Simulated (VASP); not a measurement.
MgS: relaxation of cell and atoms with r2SCAN

Crystal: MgS.

```
S Mg
1.0
     4.03462    0.00000    0.00000
    -2.01731    3.49409    0.00000
     0.00000    0.00000    6.43229
S Mg
2 2
Cartesian
  2.0173 1.1647 5.6556
  0.0000 2.3294 2.4394
  0.0000 2.3294 6.4050
  2.0173 1.1647 3.1888
```

The cell comes from a database or a generator and needn't be the stable form of this composition.

* Program: VASP 6.6.1
* Task: relaxation of cell and atoms
* Functional: r2SCAN
* Potentials or basis: VASP PAW PBE potentials, release 64 (S, Mg)
* Cutoff: 600 eV
* k mesh: 6 × 6 × 3
* Occupations: fermi-dirac, width 0.05 eV
* Spin: no spin polarisation
* Further INCAR settings: ALGO = Normal; EDIFF = 1e-06; IBRION = 2; EDIFFG = -0.02; NSW = 60; ISIF = 3

The relaxed volume is 22.57 Å³/atom. The relaxed cell is a = 4.029 Å, b = 4.029 Å, c = 6.422 Å, α = 90.00°, β = 90.00°, γ = 120.00°, the space group after relaxing (to 0.05 Å) is P6_3mc (No. 186) and the energy gained by relaxing is 0.2 meV/atom. The ionic steps are 6. The pressure after relaxing is 0.0 GPa and the largest force after relaxing is 0.014 eV/Å. The band gap on the k mesh is 4.14 eV, direct.

Forces in eV/Å, atoms in the order of the input:
```
S    0.000  0.000 -0.014
S    0.000  0.000 -0.014
Mg   0.000  0.000  0.014
Mg   0.000  0.000  0.014
```

Stress tensor (GPa, compression positive):
```
-0.02  0.00  0.00
 0.00 -0.02  0.00
 0.00  0.00  0.14
```

The path:
| step | energy change (eV) | largest force (eV/Å) | pressure (GPa) | volume (Å³) |
| --- | --- | --- | --- | --- |
| 1 | 0.0000 | 0.0554 | -0.25 | 90.68 |
| 2 | -0.0007 | 0.0189 | 0.09 | 90.21 |
| 3 | -0.0007 | 0.0226 | 0.04 | 90.25 |
| 4 | -0.0007 | 0.0211 | 0.04 | 90.23 |
| 5 | -0.0007 | 0.0207 | 0.06 | 90.22 |
| 6 | -0.0008 | 0.0136 | 0.03 | 90.27 |

Final structure:
```cif
data_structure
_symmetry_space_group_name_H-M 'P 1'
_symmetry_Int_Tables_number 1
_cell_length_a 4.0287
_cell_length_b 4.0287
_cell_length_c 6.4221
_cell_angle_alpha 90.000
_cell_angle_beta 90.000
_cell_angle_gamma 120.000
_cell_volume 90.27
loop_
_atom_site_label
_atom_site_type_symbol
_atom_site_fract_x
_atom_site_fract_y
_atom_site_fract_z
_atom_site_occupancy
S1 S 0.66667 0.33333 0.87863 1
S2 S 0.33333 0.66667 0.37863 1
Mg1 Mg 0.33333 0.66667 0.99637 1
Mg2 Mg 0.66667 0.33333 0.49637 1
```

Levels at points of the mesh, in eV from the valence-band top:
```
           k point  band 6  band 7  band 8  band 9  band 10  band 11
(0.00, 0.00, 0.00)   -0.15   -0.15    0.00    4.14     5.37     8.10
(0.50, 0.00, 0.00)   -1.27   -0.94   -0.47    5.26     5.70     6.45
```

Run time: 3 min on 1 thread of Intel(R) Xeon(R) Platinum 8488C (Sapphire Rapids), on a shared host, peak memory 0.25 GiB.

Caveat: the PAW data sets were made with another functional, which shifts forces and pressure a little. r2SCAN opens gaps a little over a GGA but as a rule still falls short of measured ones.
